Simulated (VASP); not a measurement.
# Si2W (I4/mmm) in VASP: relaxation of cell and atoms with r2SCAN

Aim: the relaxation of cell and atoms of Si2W with r2SCAN.

All numbers are computed with VASP 6.6.1; they aren't measurements. Logs are shortened: lines on timing, memory, paths and dates and some standing lists are left out, and cuts for length are marked.

## Step 1: The structure

Symmetry: I4/mmm, No. 139, tetragonal system. The conventional cell has a = 3.214 Å, b = 3.214 Å, c = 7.830 Å, α = 90.00°, β = 90.00°, γ = 90.00°. Si (site symmetry 4mm) is surrounded by 5 Si at 2.59 to 2.63 Å and 5 W at 2.62 Å. Around W (site symmetry 4/mmm) lie 10 Si at 2.62 Å.

## Step 2: Relaxation of cell and atoms, r2SCAN

The input, INCAR:

```
SYSTEM = Si2W
ALGO = Normal
EDIFF = 1E-7
EDIFFG = -0.004
ENCUT = 600
IBRION = 2
ISIF = 3
ISMEAR = 0
LASPH = .True.
LCHARG = .False.
LMIXTAU = .True.
LREAL = .False.
LWAVE = .False.
METAGGA = R2SCAN
NELM = 80
NSW = 80
PREC = Accurate
SIGMA = 0.1
```

The input, KPOINTS:

```
k-points
0
Gamma
  13 13 13
  0 0 0
```

The input, POSCAR:

```
Si2W
1.0
   -1.6069000000      1.6069000000      3.9149500000
    1.6069000000     -1.6069000000      3.9149500000
    1.6069000000      1.6069000000     -3.9149500000
Si W
2 1
Direct
    0.3347000000      0.3347000000      0.0000000000
    0.6653000000      0.6653000000      0.0000000000
    0.0000000000      0.0000000000      0.0000000000
```

Potentials or basis: VASP PAW PBE potentials, release 64 (Si, W_sv).

Launch:

```bash
$ cat potpaw_PBE.64/Si/POTCAR potpaw_PBE.64/W_sv/POTCAR > POTCAR
$ mpirun -np 1 vasp_std > vasp.out
```

OUTCAR:

```text
SYSTEM = Si2W
   EDIFF = 1E-7
   EDIFFG = -0.004
   ENCUT = 600
   IBRION = 2
   ISIF = 3
   ISMEAR = 0
   LASPH = .True.
   LREAL = .False.
   METAGGA = R2SCAN
   NELM = 80
   NSW = 80
   PREC = Accurate

 ion  position               nearest neighbor table
   1  0.335  0.335  0.000-   2 2.59   3 2.62   3 2.62   3 2.62   3 2.62   3 2.62   2 2.63   2 2.63
                             2 2.63   2 2.63
   2  0.665  0.665  0.000-   1 2.59   3 2.62   3 2.62   3 2.62   3 2.62   3 2.62   1 2.63   1 2.63
                             1 2.63   1 2.63
   3  0.000  0.000  0.000-   2 2.62   2 2.62   2 2.62   1 2.62   2 2.62   1 2.62   1 2.62   1 2.62
                             1 2.62   2 2.62

  LATTYP: Found a body centered tetragonal cell.
 ALAT       =     3.2138000000
 C/A-ratio  =     2.4363370465

  Lattice vectors:

 A1 = (  -1.6069000000,   1.6069000000,   3.9149500000)
 A2 = (   1.6069000000,  -1.6069000000,   3.9149500000)
 A3 = (   1.6069000000,   1.6069000000,  -3.9149500000)

Analysis of symmetry for initial positions (statically):
=====================================================================
 Subroutine PRICEL returns:
 Original cell was already a primitive cell.

 Routine SETGRP: Setting up the symmetry group for a
 body centered tetragonal supercell.

 Subroutine GETGRP returns: Found 16 space group operations
 (whereof 16 operations were pure point group operations)
 out of a pool of 16 trial point group operations.

The static configuration has the point symmetry D_4h.

Analysis of symmetry for dynamics (positions and initial velocities):
=====================================================================
 Subroutine PRICEL returns:
 Original cell was already a primitive cell.

 Routine SETGRP: Setting up the symmetry group for a
 body centered tetragonal supercell.

 Subroutine GETGRP returns: Found 16 space group operations
 (whereof 16 operations were pure point group operations)
 out of a pool of 16 trial point group operations.

The dynamic configuration has the point symmetry D_4h.

 Subroutine INISYM returns: Found 16 space group operations
 (whereof 16 operations are pure point group operations),
 and found     1 'primitive' translations

----------------------------------------------------------------------------------------

                                     Primitive cell

  volume of cell :      40.4356

  direct lattice vectors                    reciprocal lattice vectors
    -1.606900000  1.606900000  3.914950000     0.000000000  0.311158131  0.127715552
     1.606900000 -1.606900000  3.914950000     0.311158131  0.000000000  0.127715552
     1.606900000  1.606900000 -3.914950000     0.311158131  0.311158131  0.000000000

  length of vectors
     4.526708376  4.526708376  4.526708376     0.336348992  0.336348992  0.440044048

  position of ions in fractional coordinates (direct lattice)
     0.334700000  0.334700000  0.000000000
     0.665300000  0.665300000  0.000000000
     0.000000000  0.000000000  0.000000000

  ion indices of the primitive-cell ions
   primitive index   ion index
                 1           1
                 2           2
                 3           3

----------------------------------------------------------------------------------------

 KPOINTS: k-points

Automatic generation of k-mesh.
 Grid dimensions read from file:
 generate k-points for:   13   13   13

 Generating k-lattice:

  Cartesian coordinates                     Fractional coordinates (reciprocal lattice)
     0.000000000  0.023935241  0.009824273     0.076923077  0.000000000  0.000000000
     0.023935241  0.000000000  0.009824273     0.000000000  0.076923077  0.000000000
     0.023935241  0.023935241  0.000000000     0.000000000  0.000000000  0.076923077

  Length of vectors
     0.025872999  0.025872999  0.033849542

  Shift w.r.t. Gamma in fractional coordinates (k-lattice)
     0.000000000  0.000000000  0.000000000

 Subroutine IBZKPT returns following result:
 ===========================================

 Found    196 irreducible k-points:

 Following reciprocal coordinates:
            Coordinates               Weight
  0.000000  0.000000  0.000000      1.000000
  0.076923  0.000000 -0.000000      8.000000
  0.153846  0.000000 -0.000000      8.000000
  0.230769  0.000000  0.000000      8.000000
  0.307692  0.000000 -0.000000      8.000000
  0.384615  0.000000 -0.000000      8.000000
[... 16 lines left out ...]
  0.384615  0.153846  0.000000     16.000000
  0.461538  0.153846  0.000000     16.000000
 [... further k-points ...]
   k-points           NKPTS =    196   k-points in BZ     NKDIM =    196   number of bands    NBANDS=     15
   number of dos      NEDOS =    301   number of ions     NIONS =      3
   total plane-waves  NPLWV =  46656
   dimension x,y,z NGX =    36 NGY =   36 NGZ =   36
   dimension x,y,z NGXF=    72 NGYF=   72 NGZF=   72
   ions per type =               2   1
   NGX,Y,Z   is equivalent  to a cutoff of  13.22, 13.22, 13.22 a.u.
   NGXF,Y,Z  is equivalent  to a cutoff of  26.44, 26.44, 26.44 a.u.
 SYSTEM =  Si2W
   PREC   = accura    normal or accurate (medium, high low for compatibility)
   ISTART =      0    job   : 0-new  1-cont  2-samecut
   ICHARG =      2    charge: 1-file 2-atom 10-const
   ISPIN  =      1    spin polarized calculation?
   LNONCOLLINEAR =      F non collinear calculations
   LSORBIT =      F    spin-orbit coupling
   LASPH  =      T    aspherical Exc in radial PAW
   ENCUT  =  600.0 eV  44.10 Ry    6.64 a.u.   9.04  9.04  9.04*2*pi/ulx,y,z
   NELM   =     80;   NELMIN=  2; NELMDL= -5     # of ELM steps
   EDIFF  = 0.1E-06   stopping-criterion for ELM
   LREAL  =      F    real-space projection
   EDIFFG = -.4E-02   stopping-criterion for IOM
   NSW    =     80    number of steps for IOM
   IBRION =      2    ionic relax: 0-MD 1-quasi-New 2-CG
   NFREE  =      1    steps in history (QN), initial steepest desc. (CG)
   ISIF   =      3    stress and relaxation
   ISYM   =      2    0-nonsym 1-usesym 2-fastsym
   POTIM  = 0.5000    time-step for ionic-motion
   TEBEG  =    0.0;   TEEND  =   0.0 temperature during run
   PSTRESS=    0.0 pullay stress
   NELECT =      22.0000    total number of electrons
   NUPDOWN=      -1.0000    fix difference up-down
   EMIN   =  10.00;   EMAX   =-10.00  energy-range for DOS
   EFERMI =   0.00;   METHOD = LEGACY
   ISMEAR =     0;   SIGMA  =   0.10  broadening in eV -4-tet -1-fermi 0-gaus
   EFERMI_NEDOS =   21; number of points for ismear=-14 and -15
   IALGO  =     38    algorithm
   IMIX   =      4    mixing-type and parameters
     AMIX     =   0.40;   BMIX     =  1.00
     AMIX_MAG =   1.60;   BMIX_MAG =  1.00
  volume/ion in A,a.u.               =      13.48        90.96
  Fermi-wavevector in a.u.,A,eV,Ry     =   1.336476  2.525573 24.302284  1.786167
  Thomas-Fermi vector in A             =   2.465099
   LORBIT       =      0    0 simple, 1 ext, 2 COOP (PROOUT), +10 PAW based schemes
   METAGGA = R2SCAN    functional components
   LHFCALC =     F    Hartree Fock is set to
   AEXX    =    0.0000 exact exchange contribution
   IVDW    =     0    specifies the selected vdW correction
   LEPSILON=     F    determine dielectric tensor
   LRPA    =     F    only Hartree local field effects (RPA)
 conjugate gradient relaxation of ions
 non-spin polarized calculation
 Gauss-broadening in eV      SIGMA  =   0.10
  energy-cutoff  :      600.00
  volume of cell :       40.44
 maximum number of plane-waves:      1372
   NGX = 19   NGY = 19   NGZ = 19

--------------------------------------- Ionic step        1  -------------------------------------------

 number of electron      21.9999999 magnetization

 Free energy of the ion-electron system (eV)
  ---------------------------------------------------
  ext. energy  EPLUGINS =         0.00000000
  ---------------------------------------------------
  free energy    TOTEN  =       -69.81559585 eV

  energy without entropy =      -69.81478282  energy(sigma->0) =      -69.81518934

------------------------ aborting loop because EDIFF is reached ----------------------------------------

  FORCE on cell =-STRESS in cart. coord.  units (eV):
  Direction    XX          YY          ZZ          XY          YZ          ZX
  --------------------------------------------------------------------------------------
  -------------------------------------------------------------------------------------
  Total       -0.1177001     -0.1177001     -0.4869963      0.0000000      0.0000000      0.0000000
  in kB       -4.6636241     -4.6636241    -19.2962244      0.0000000      0.0000000      0.0000000
  external PRESSURE =      -9.5411576 kB  Pullay stress =       0.0000000 kB
[... 133 lines left out ...]
  energy  without entropy=      -69.8155466909  energy(sigma->0) =      -69.81597471

--------------------------------------- Ionic step        5  -------------------------------------------

 number of electron      21.9999999 magnetization

 Free energy of the ion-electron system (eV)
  ---------------------------------------------------
  ext. energy  EPLUGINS =         0.00000000
  ---------------------------------------------------
  free energy    TOTEN  =       -69.81641683 eV

  energy without entropy =      -69.81556725  energy(sigma->0) =      -69.81599204

 E-fermi :  11.9954     XC(G=0): -13.5227

 val. band max:       11.9403262635   @ k =  -0.3846  -0.4615   0.3846
 cond. band min:      12.0218149358   @ k =  -0.3077  -0.3846   0.3077
 fundamental gap:      0.0814886723
 Fermi energy:        11.9954026527

 k-point     1 :       0.0000    0.0000    0.0000
  band No.  band energies     occupation
      1     -63.7725      2.00000
      2     -27.4028      2.00000
      3     -27.3759      2.00000
      4     -27.3759      2.00000
      5      -2.9101      2.00000
      6       4.7192      2.00000
      7       8.1455      2.00000
      8       8.5709      2.00000
      9       8.9124      2.00000
     10       8.9124      2.00000
     11      12.5605      0.00000
     12      14.9936      0.00000
     13      15.1376      0.00000
     14      15.1561      0.00000
     15      15.1561      0.00000
[... 397 lines left out ...]
 k-point    24 :       0.4615    0.1538    0.0000
  band No.  band energies     occupation
      1     -63.7619      2.00000
      2     -27.6022      2.00000
      3     -27.4030      2.00000
      4     -27.3801      2.00000
      5       1.4636      2.00000
      6       1.9639      2.00000
      7       5.4914      2.00000
      8       7.1261      2.00000
      9       8.9172      2.00000
     10       9.3330      2.00000
     11      10.6486      2.00000
     12      13.2837      0.00000
     13      14.8669      0.00000
     14      15.6941      0.00000
     15      17.0949      0.00000

 [... further k-points ...]

------------------------ aborting loop because EDIFF is reached ----------------------------------------

  FORCE on cell =-STRESS in cart. coord.  units (eV):
  Direction    XX          YY          ZZ          XY          YZ          ZX
  --------------------------------------------------------------------------------------
  -------------------------------------------------------------------------------------
  Total       -0.0004136     -0.0004136     -0.0009083      0.0000000      0.0000000      0.0000000
  in kB       -0.0164496     -0.0164496     -0.0361227      0.0000000      0.0000000      0.0000000
  external PRESSURE =      -0.0230073 kB  Pullay stress =       0.0000000 kB
[... 18 lines left out ...]
  FREE ENERGIE OF THE ION-ELECTRON SYSTEM (eV)
  ---------------------------------------------------
  free  energy   TOTEN  =       -69.8164168281 eV

  energy  without entropy=      -69.8155672469  energy(sigma->0) =      -69.81599204

 reached required accuracy - stopping structural energy minimisation
```

It took 1.9 h on 1 thread of AMD EPYC 7R43 (Zen 3), shared host; peak memory 0.3 GiB.

What came out:

- Free energy: -69.8164 eV
- Relaxed volume: 13.43 Å³/atom
- Relaxed cell: a = 4.516 Å, b = 4.516 Å, c = 4.516 Å, α = 138.32°, β = 138.32°, γ = 60.42°
- Space group after relaxing (to 0.05 Å): I4/mmm (No. 139)
- Energy gained by relaxing: 0.3 meV/atom
- Ionic steps: 5
- Pressure after relaxing: 0.0 GPa
- Band gap on the k mesh: none (metal or under the smearing width)

The path:
```
step  energy change (eV)  largest force (eV/Å)  pressure (GPa)  volume (Å³)
   1              0.0000                0.0207           -0.95        40.44
   2              0.0016                0.0396            2.02        39.97
   3             -0.0008                0.0013            0.12        40.26
   4             -0.0008                0.0013           -0.07        40.30
   5             -0.0008                0.0003            0.00        40.29
```

Final structure:
```cif
data_structure
_symmetry_space_group_name_H-M 'P 1'
_symmetry_Int_Tables_number 1
_cell_length_a 4.5156
_cell_length_b 4.5156
_cell_length_c 4.5156
_cell_angle_alpha 138.318
_cell_angle_beta 138.318
_cell_angle_gamma 60.416
_cell_volume 40.29
loop_
_atom_site_label
_atom_site_type_symbol
_atom_site_fract_x
_atom_site_fract_y
_atom_site_fract_z
_atom_site_occupancy
Si1 Si 0.33474 0.33474 0.00000 1
Si2 Si 0.66526 0.66526 0.00000 1
W1 W 0.00000 0.00000 0.00000 1
```

Caveat: the PAW data sets were made with another functional, which shifts forces and pressure a little. Spin-orbit coupling is left out, which matters for the levels of W.
